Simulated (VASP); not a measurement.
Output of a VASP run:

**OSZICAR**
```
       N       E                     dE             d eps       ncg     rms          rms(c)
DAV:   1     0.868119773623E+02    0.86812E+02   -0.65189E+03   480   0.110E+03
DAV:   2     0.952256365799E+00   -0.85860E+02   -0.80313E+02   700   0.172E+02
DAV:   3    -0.480183128224E+01   -0.57541E+01   -0.57325E+01   596   0.499E+01
DAV:   4    -0.486517122108E+01   -0.63340E-01   -0.63322E-01   592   0.653E+00
DAV:   5    -0.486594066480E+01   -0.76944E-03   -0.76943E-03   584   0.710E-01    0.224E+00
DAV:   6    -0.476926270867E+01    0.96678E-01   -0.13049E-01   532   0.210E+00    0.163E+00
DAV:   7    -0.475119761172E+01    0.18065E-01   -0.12710E-01   572   0.205E+00    0.644E-01
DAV:   8    -0.475303779177E+01   -0.18402E-02   -0.10679E-02   540   0.719E-01    0.175E-01
DAV:   9    -0.475311397940E+01   -0.76188E-04   -0.31630E-04   572   0.150E-01    0.118E-01
DAV:  10    -0.475319697138E+01   -0.82992E-04   -0.38339E-04   564   0.122E-01    0.395E-02
DAV:  11    -0.475319700132E+01   -0.29946E-07   -0.77159E-05   540   0.640E-02    0.320E-03
DAV:  12    -0.475319759171E+01   -0.59039E-06   -0.45787E-06   576   0.147E-02
   1 F= -.41640181E+00 E0= -.41640181E+00  d E =-.416402E+00
```

### OUTCAR
```
------------------------ aborting loop because EDIFF is reached ----------------------------------------
  FORCE on cell =-STRESS in cart. coord.  units (eV):
  Direction    XX          YY          ZZ          XY          YZ          ZX
  --------------------------------------------------------------------------------------
  Total        4.3309082      4.3309082      4.3309082     -0.0000000      0.0000000      0.0000000
  in kB       99.8642418     99.8642418     99.8642418     -0.0000000      0.0000000      0.0000000
  external PRESSURE =      -0.1357582 kB  Pullay stress =     100.0000000 kB
  volume of cell :       69.48
      direct lattice vectors                 reciprocal lattice vectors
     4.111117138  0.000000000  0.000000000     0.243242887  0.000000000  0.000000000
     0.000000000  4.111117138  0.000000000     0.000000000  0.243242887  0.000000000
     0.000000000  0.000000000  4.111117138     0.000000000  0.000000000  0.243242887
 POSITION                                       TOTAL-FORCE (eV/Angst)
 -----------------------------------------------------------------------------------
      0.00000      0.00000      0.00000         0.000000      0.000000      0.000000
      2.05556      2.05556      2.05556         0.000000      0.000000      0.000000
 -----------------------------------------------------------------------------------
    total drift:                               -0.000000     -0.000000     -0.000000
  FREE ENERGIE OF THE ION-ELECTRON SYSTEM (eV)
  ---------------------------------------------------
  free  energy   TOTEN  =        -4.7531975917 eV

  energy  without entropy=       -4.7531975917  energy(sigma->0) =       -4.75319759
  enthalpy is  TOTEN    =        -0.4164018136 eV   P V=        4.3367957781

 reached required accuracy - stopping structural energy minimisation
```
(Selected blocks of OUTCAR.)

### POSCAR
```
CsI
1
    4.1111171379     0.0000000000    -0.0000000000
   -0.0000000000     4.1111171379     0.0000000000
    0.0000000000     0.0000000000     4.1111171379
Cs I
1 1
Direct
  0.0000000000   0.0000000000   0.0000000000
  0.5000000000   0.5000000000   0.5000000000
```

Reconstruct the remaining input files.

One answer among several that fit: the input of the run itself, PBE GGA, plane waves, VASP's PBE PAW potentials (set 64).

File KPOINTS:
```
K-points
0
Gamma
7 7 7
```

INCAR:
```
SYSTEM  =  CsI
PREC  =  Accurate; ENCUT  =  500; LREAL  =  .FALSE.
LASPH  =  .TRUE.
EDIFF  =  1E-6; NELM  =  100; ALGO  =  Normal
LMAXMIX  =  4
ISMEAR  =  0; SIGMA  =  0.05
GGA  =  PE
IBRION  =  2; NSW  =  40; ISIF  =  3
EDIFFG  =  -0.02; PSTRESS  =  100
LWAVE  =  .FALSE.; LCHARG  =  .FALSE.
```

POTCAR, in this order: Cs_sv I (PBE.64 set). Program: vasp_std.

The compound is CsI in the CsCl type structure. It was relaxed first under an external pressure of 10 GPa.
